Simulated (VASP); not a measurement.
# Pm (Fm-3m) in VASP: notebook

One crystal, Pm, is run at these levels: LDA; tasks: single point.

All numbers are computed with VASP 6.6.1; they aren't measurements. Logs are shortened: lines on timing, memory, paths and dates and some standing lists are left out, and cuts for length are marked.

## Step 1: The crystal as given

The structure is cubic, space group Fm-3m (No. 225). The conventional cell has a = 5.168 Å, b = 5.168 Å, c = 5.168 Å, α = 90.00°, β = 90.00°, γ = 90.00°. Around Pm (site symmetry m-3m) lie 12 Pm at 3.65 Å.

This isn't the form of Pm at room conditions, which is double hcp.

## Step 2: Single point, LDA, collinear spin, ferromagnetic start

The input, INCAR:

```
PREC     = Accurate       # precision mode
ENCUT    = 450            # plane-wave cutoff, eV
EDIFF    = 1E-6           # SCF threshold, eV
ISMEAR   = -1             # smearing method
SIGMA    = 0.1            # smearing width, eV
LREAL    = F              # projectors in reciprocal space
LASPH    = T              # aspherical terms in the spheres
NELM     = 100            # most SCF steps
ALGO     = Normal         # electronic algorithm
ISIF     = 2              # what is computed and relaxed
LWAVE    = F              # write WAVECAR
LCHARG   = F              # write CHGCAR
ISPIN    = 2              # spin polarisation
MAGMOM   = 4              # initial moments
LORBIT   = 11             # projections on sites
LMAXMIX  = 6              # l up to which the mixer works
GGA      = CA             # functional
NBANDS   = 18             # bands
ADDGRID  = F
```

The input, KPOINTS:

```
Automatic mesh
0
Gamma
  5 5 5
```

The input, POSCAR:

```
Pm
1.0
    0.0000000000      2.5841748100      2.5841748100
    2.5841748100      0.0000000000      2.5841748100
    2.5841748100      2.5841748100      0.0000000000
Pm
1
Direct
    0.0000000000      0.0000000000      0.0000000000
```

Potentials or basis: VASP PAW PBE potentials, release 64 (Pm).

Command:

```bash
$ cat potpaw_PBE.64/Pm/POTCAR > POTCAR
$ mpirun -np 1 vasp_std > vasp.out
```

OUTCAR:

```text
PREC = Accurate
   ENCUT = 450
   EDIFF = 1E-6
   ISMEAR = -1
   LREAL = F
   LASPH = T
   NELM = 100
   ISIF = 2
   ISPIN = 2
   LORBIT = 11
   GGA = CA

 Found     10 irreducible k-points:

 Following reciprocal coordinates:
            Coordinates               Weight
  0.000000  0.000000  0.000000      1.000000
  0.200000  0.000000  0.000000      8.000000
  0.400000  0.000000  0.000000      8.000000
  0.200000  0.200000  0.000000      6.000000
  0.400000  0.200000  0.000000     24.000000
 -0.400000  0.200000  0.000000     24.000000
   k-points           NKPTS =     10   k-points in BZ     NKDIM =     10   number of bands    NBANDS=     18
   number of dos      NEDOS =    301   number of ions     NIONS =      1
   total plane-waves  NPLWV =  21952
   dimension x,y,z NGX =    28 NGY =   28 NGZ =   28
   dimension x,y,z NGXF=    56 NGYF=   56 NGZF=   56
   ions per type =               1
   NGX,Y,Z   is equivalent  to a cutoff of  12.74, 12.74, 12.74 a.u.
   NGXF,Y,Z  is equivalent  to a cutoff of  25.47, 25.47, 25.47 a.u.
 SYSTEM =  unknown system
   PREC   = accura    normal or accurate (medium, high low for compatibility)
   ISTART =      0    job   : 0-new  1-cont  2-samecut
   ICHARG =      2    charge: 1-file 2-atom 10-const
   ISPIN  =      2    spin polarized calculation?
   LNONCOLLINEAR =      F non collinear calculations
   LSORBIT =      F    spin-orbit coupling
   LASPH  =      T    aspherical Exc in radial PAW
   ENCUT  =  450.0 eV  33.07 Ry    5.75 a.u.   6.32  6.32  6.32*2*pi/ulx,y,z
   NELM   =    100;   NELMIN=  2; NELMDL= -5     # of ELM steps
   EDIFF  = 0.1E-05   stopping-criterion for ELM
[... 12 lines left out ...]
   EMIN   =  10.00;   EMAX   =-10.00  energy-range for DOS
   EFERMI =   0.00;   METHOD = LEGACY
   ISMEAR =    -1;   SIGMA  =   0.10  broadening in eV -4-tet -1-fermi 0-gaus
   EFERMI_NEDOS =   21; number of points for ismear=-14 and -15
   IALGO  =     38    algorithm
   IMIX   =      4    mixing-type and parameters
     AMIX     =   0.40;   BMIX     =  1.00
     AMIX_MAG =   1.60;   BMIX_MAG =  1.00
  volume/ion in A,a.u.               =      34.51       232.91
  Fermi-wavevector in a.u.,A,eV,Ry     =   1.240052  2.343359 20.922086  1.537730
  Thomas-Fermi vector in A             =   2.374509
   LORBIT       =     11    0 simple, 1 ext, 2 COOP (PROOUT), +10 PAW based schemes
[... 5 lines left out ...]
   LRPA    =     F    only Hartree local field effects (RPA)
 spin polarized calculation
  energy-cutoff  :      450.00
  volume of cell :       34.51
 maximum number of plane-waves:       763
 NGX is ok and might be reduce to    28

 number of electron      15.0000001 magnetization       5.1274175

 Free energy of the ion-electron system (eV)
  ---------------------------------------------------
  ext. energy  EPLUGINS =         0.00000000
  ---------------------------------------------------
  free energy    TOTEN  =        -8.05824576 eV

  energy without entropy =       -7.70359349  energy(sigma->0) =       -7.88091963

 E-fermi :   5.5169     XC(G=0): -10.0590

 val. band max:        5.5167651814   @ k =   0.4000   0.4000   0.0000
 cond. band min:       5.5187580386   @ k =   0.4000   0.2000   0.0000
 fundamental gap:      0.0019928573
 Fermi energy:         5.5168568378

 spin component 1

 k-point     1 :       0.0000    0.0000    0.0000
  band No.  band energies     occupation
      1     -32.8832      1.00000
      2     -12.9069      1.00000
      3     -12.9069      1.00000
      4     -12.9069      1.00000
      5       1.4154      1.00000
      6       5.1502      0.97507
[... 10 lines left out ...]
     17       9.6983      0.00000
     18      14.8958      0.00000

 k-point     2 :       0.2000    0.0000    0.0000
  band No.  band energies     occupation
      1     -32.8439      1.00000
      2     -13.2948      1.00000
      3     -12.9544      1.00000
      4     -12.9544      1.00000
      5       2.4390      1.00000
      6       5.1109      0.98304
[... 10 lines left out ...]
     17       9.5306      0.00000
     18      15.4109      0.00000

 k-point     3 :       0.4000    0.0000    0.0000
  band No.  band energies     occupation
      1     -32.7790      1.00000
      2     -13.8655      1.00000
      3     -13.0297      1.00000
      4     -13.0297      1.00000
      5       3.5545      1.00000
      6       5.1867      0.96447
[... 10 lines left out ...]
     17      11.0844      0.00000
     18      14.1903      0.00000

 k-point     4 :       0.2000    0.2000    0.0000
  band No.  band energies     occupation
      1     -32.8307      1.00000
      2     -13.2812      1.00000
      3     -13.0391      1.00000
      4     -13.0391      1.00000
      5       2.7844      1.00000
      6       5.0136      0.99352
[... 10 lines left out ...]
     17      10.2892      0.00000
     18      17.4207      0.00000

 k-point     5 :       0.4000    0.2000    0.0000
  band No.  band energies     occupation
      1     -32.7741      1.00000
      2     -13.6938      1.00000
      3     -13.1737      1.00000
      4     -13.1249      1.00000
      5       4.0413      1.00000
      6       5.0686      0.98883
[... 10 lines left out ...]
     17      11.4540      0.00000
     18      15.5472      0.00000

 k-point     6 :      -0.4000    0.2000    0.0000
  band No.  band energies     occupation
      1     -32.7521      1.00000
      2     -13.8222      1.00000
      3     -13.3149      1.00000
      4     -13.0954      1.00000
      5       4.4488      0.99998
      6       5.0549      0.99024
[... 10 lines left out ...]
     17      12.4440      0.00000
     18      14.2962      0.00000

 [... further k-points ...]

 spin component 2

 k-point     1 :       0.0000    0.0000    0.0000
  band No.  band energies     occupation
      1     -30.9193      1.00000
      2     -11.3230      1.00000
      3     -11.3230      1.00000
      4     -11.3230      1.00000
      5       2.1412      1.00000
      6       7.7406      0.00000
[... 10 lines left out ...]
     17      10.6287      0.00000
     18      15.9184      0.00000

 k-point     2 :       0.2000    0.0000    0.0000
  band No.  band energies     occupation
      1     -30.8741      1.00000
      2     -11.7615      1.00000
      3     -11.3757      1.00000
      4     -11.3757      1.00000
      5       3.1970      1.00000
      6       6.9773      0.00000
[... 10 lines left out ...]
     17      10.5514      0.00000
     18      16.2369      0.00000

 k-point     3 :       0.4000    0.0000    0.0000
  band No.  band energies     occupation
      1     -30.7994      1.00000
      2     -12.3980      1.00000
      3     -11.4589      1.00000
      4     -11.4589      1.00000
      5       4.3211      0.99999
      6       7.4731      0.00000
[... 10 lines left out ...]
     17      12.1224      0.00000
     18      15.1243      0.00000

 k-point     4 :       0.2000    0.2000    0.0000
  band No.  band energies     occupation
      1     -30.8590      1.00000
      2     -11.7459      1.00000
      3     -11.4709      1.00000
      4     -11.4709      1.00000
      5       3.5482      1.00000
      6       6.4901      0.00006
[... 10 lines left out ...]
     17      11.2817      0.00000
     18      18.1714      0.00000

 k-point     5 :       0.4000    0.2000    0.0000
  band No.  band energies     occupation
      1     -30.7940      1.00000
      2     -12.2059      1.00000
      3     -11.6216      1.00000
      4     -11.5660      1.00000
      5       4.8263      0.99900
      6       6.2507      0.00065
[... 10 lines left out ...]
     17      12.4968      0.00000
     18      16.4798      0.00000

 k-point     6 :      -0.4000    0.2000    0.0000
  band No.  band energies     occupation
      1     -30.7687      1.00000
      2     -12.3488      1.00000
      3     -11.7800      1.00000
      4     -11.5322      1.00000
      5       5.2953      0.90168
      6       6.3912      0.00016
[... 10 lines left out ...]
     17      13.4793      0.00000
     18      15.3243      0.00000

 [... further k-points ...]
[... 5 lines left out ...]
  --------------------------------------------------------------------------------------
  -------------------------------------------------------------------------------------
  Total       -0.7203977     -0.7203977     -0.7203977      0.0000000      0.0000000      0.0000000
  in kB      -33.4416132    -33.4416132    -33.4416132      0.0000000      0.0000000      0.0000000
  external PRESSURE =     -33.4416132 kB  Pullay stress =       0.0000000 kB

 VOLUME and BASIS-vectors are now :
 -----------------------------------------------------------------------------
  energy-cutoff  :      450.00
  volume of cell :       34.51
      direct lattice vectors                 reciprocal lattice vectors
     0.000000000  2.584174810  2.584174810    -0.193485363  0.193485363  0.193485363
     2.584174810  0.000000000  2.584174810     0.193485363 -0.193485363  0.193485363
     2.584174810  2.584174810  0.000000000     0.193485363  0.193485363 -0.193485363

 POSITION                                       TOTAL-FORCE (eV/Angst)
 -----------------------------------------------------------------------------------
      0.00000      0.00000      0.00000         0.000000      0.000000      0.000000
 -----------------------------------------------------------------------------------
    total drift:                               -0.000000     -0.000000     -0.000000

  FREE ENERGIE OF THE ION-ELECTRON SYSTEM (eV)
  ---------------------------------------------------
  free  energy   TOTEN  =        -8.0582457630 eV

  energy  without entropy=       -7.7035934914  energy(sigma->0) =       -7.88091963

 total charge

# of ion       s       p       d       f       tot
--------------------------------------------------
    1        2.048   5.475   0.486   4.399  12.408

 magnetization (x)

# of ion       s       p       d       f       tot
--------------------------------------------------
    1       -0.002   0.027   0.168   4.384   4.577
```

Wall time 9.9 s (1 thread of Intel Xeon 6975P-C (Granite Rapids), shared host); peak memory 0.15 GiB.

The run converged, but some of its settings lie outside the range that counts as converged, so its numbers aren't taken as properties of the crystal.

Results:

```yaml
Free_energy: -8.0582 eV
Pressure: -3.3 GPa
Band_gap_on_the_k_mesh: none (metal or under the smearing width)
Net_moment: 5.13 μB per cell
Site_moments: Pm +4.58 μB
Valence_electrons_inside_the_program's_atomic_spheres: Pm 12.41
```

Caveat: the k mesh is coarse (spacing up to 0.42 Å⁻¹), so the values aren't converged; the magnetic or orbital state may not be the lowest; the PAW data sets were made with another functional, which shifts forces and pressure a little; spin-orbit coupling is left out, which moves the levels of the heavy elements.

## Step 3: Single point, LDA, collinear spin, ferromagnetic start

This run uses another cell than the first one, of the same volume but with other edges.

INCAR is that of step 2.

KPOINTS is that of step 2.

The input, POSCAR:

```
Pm
1.0
   -0.0555010000      2.5655700000      2.5293400000
    2.5242190000     -0.0080540000      2.4818930000
    2.6229240000      2.6168280000     -0.1067590000
Pm
1
Direct
    0.0077670000      0.0042080000     -0.0216400000
```

Potentials or basis: VASP PAW PBE potentials, release 64 (Pm).

Command:

```bash
$ cat potpaw_PBE.64/Pm/POTCAR > POTCAR
$ mpirun -np 1 vasp_std > vasp.out
```

Wall time 40 s (1 thread of Intel Xeon 6975P-C (Granite Rapids), shared host); peak memory 0.18 GiB.

The run converged, but some of its settings lie outside the range that counts as converged, so its numbers aren't taken as properties of the crystal.

What came out:

```yaml
Free_energy: -8.0500 eV
Pressure: -3.5 GPa
Band_gap_on_the_k_mesh: none (metal or under the smearing width)
Net_moment: 5.13 μB per cell
Site_moments: Pm +4.58 μB
Valence_electrons_inside_the_program's_atomic_spheres: Pm 12.41
```

Caveat: the k mesh is coarse (spacing up to 0.43 Å⁻¹), so the values aren't converged; the magnetic or orbital state may not be the lowest; the PAW data sets were made with another functional, which shifts forces and pressure a little; spin-orbit coupling is left out, which moves the levels of the heavy elements.

## Step 4: Single point, LDA, collinear spin, ferromagnetic start

Edit INCAR of step 3 so:

```diff
@@ -4,3 +4,3 @@
 ISMEAR   = -1             # smearing method
-SIGMA    = 0.1            # smearing width, eV
+SIGMA    = 0.05           # smearing width, eV
 LREAL    = F              # projectors in reciprocal space
```

KPOINTS is that of step 3.

The input, POSCAR:

```
Pm
1.0
    0.0000000000      2.5841748100      2.5841748100
    2.5841748100      0.0000000000      2.5841748100
    2.5841748100      2.5841748100      0.0000000000
Pm
1
Direct
    0.0000000000      0.0000000000      0.0000000000
```

Command:

```bash
$ cat potpaw_PBE.64/Pm/POTCAR > POTCAR
$ mpirun -np 1 vasp_std > vasp.out
```

Wall time 11 s (1 thread of Intel Xeon 6975P-C (Granite Rapids), shared host); peak memory 0.16 GiB.

These settings aren't checked as converged: the numbers below hold their error.

Results:

```
Free energy                                           : -7.9118 eV
Pressure                                              : -3.7 GPa
Band gap on the k mesh                                : none (metal or under the smearing width)
Net moment                                            : 5.19 μB per cell
Site moments                                          : Pm +4.60 μB
Valence electrons inside the program's atomic spheres : Pm 12.41
```

Caveat: the k mesh is coarse (spacing up to 0.42 Å⁻¹), so the values aren't converged; the magnetic or orbital state may not be the lowest; the PAW data sets were made with another functional, which shifts forces and pressure a little; spin-orbit coupling is left out, which moves the levels of the heavy elements.

## Step 5: The reference run

An earlier run on the cell as given: functional PBE; potentials or basis VASP PAW PBE potentials, release 64 (Pm); cutoff 520 eV; k mesh 9 × 9 × 9; occupations fermi-dirac, width 0.05 eV; collinear spin, ferromagnetic start; starting moments [4.0] μB.

* Pressure: 1.1 GPa
* Band gap on the k mesh: none (metal or under the smearing width)
* Net moment: 5.45 μB per cell
* Site moments: Pm +4.67 μB
* Valence electrons inside the program's atomic spheres: Pm 12.42
